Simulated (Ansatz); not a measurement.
**How ZnO answers to pressure**

```cif
data_structure
_symmetry_space_group_name_H-M 'P 1'
_symmetry_Int_Tables_number 1
_cell_length_a 3.2494
_cell_length_b 3.2494
_cell_length_c 5.2038
_cell_angle_alpha 90.000
_cell_angle_beta 90.000
_cell_angle_gamma 120.000
_cell_volume 47.58
loop_
_atom_site_label
_atom_site_type_symbol
_atom_site_fract_x
_atom_site_fract_y
_atom_site_fract_z
_atom_site_occupancy
Zn1 Zn 0.33333 0.66667 0.00000 1
Zn2 Zn 0.66667 0.33333 0.50000 1
O1 O 0.33333 0.66667 0.38210 1
O2 O 0.66667 0.33333 0.88210 1
```

The runs use the primitive cell with vectors (3.249, 0.000, 0.000), (-1.625, 2.814, 0.000), (0.000, 0.000, 5.204) Å, to which the k mesh refers.

Structure: COD 9004178, as refined from experiment and not relaxed.

Level of theory: DFT, PBE, all-electron LAPW, scalar-relativistic (Ansatz 0.2.0).

The runs use a Γ-centred 11×11×6 k mesh, Fermi–Dirac smearing of 0.02 eV, basis error target 0.5 meV/atom, no spin polarisation.

The cell is scaled evenly with fractional coordinates held. Semilocal gaps are too small, but their slopes carry over better.

| V/V(cell) | P (GPa) | gap on the k mesh (eV) |
| --- | --- | --- |
| 0.9400 | 15.46 | 0.911 |
| 0.9600 | 11.54 | 0.880 |
| 0.9800 | 8.02 | 0.850 |
| 0.9900 | 6.39 | 0.836 |
| 1.0000 | 4.85 | 0.821 |
| 1.0100 | 3.38 | 0.806 |
| 1.0200 | 2.00 | 0.791 |
| 1.0400 | -0.57 | 0.762 |

(1) From the rows at 0.9900 and 1.0100, what is the bulk modulus at the cell's volume?

(2) What are the gap's volume deformation potential and pressure coefficient?

(3) Predict the row at V/V(cell) = 1.0600. How far is a linear estimate of P off?

## Answers

(1) B = −ΔP/Δln V = −[(3.38) − (6.39)]/0.02000 = 150.5 GPa. This is the modulus at 4.85 GPa, not at zero pressure.

(2) dEg/dln V = (0.806 − 0.836)/0.02000 = -1.50 eV, and dEg/dP = −(dEg/dln V)/B = 10 meV/GPa: pressure widens the gap.

(3) P = -2.88 GPa, gap 0.733 eV. The linear estimate P(cell) − B ln(V/V(cell)) = -3.92 GPa misses by 1.04 GPa, since the modulus falls on expansion.
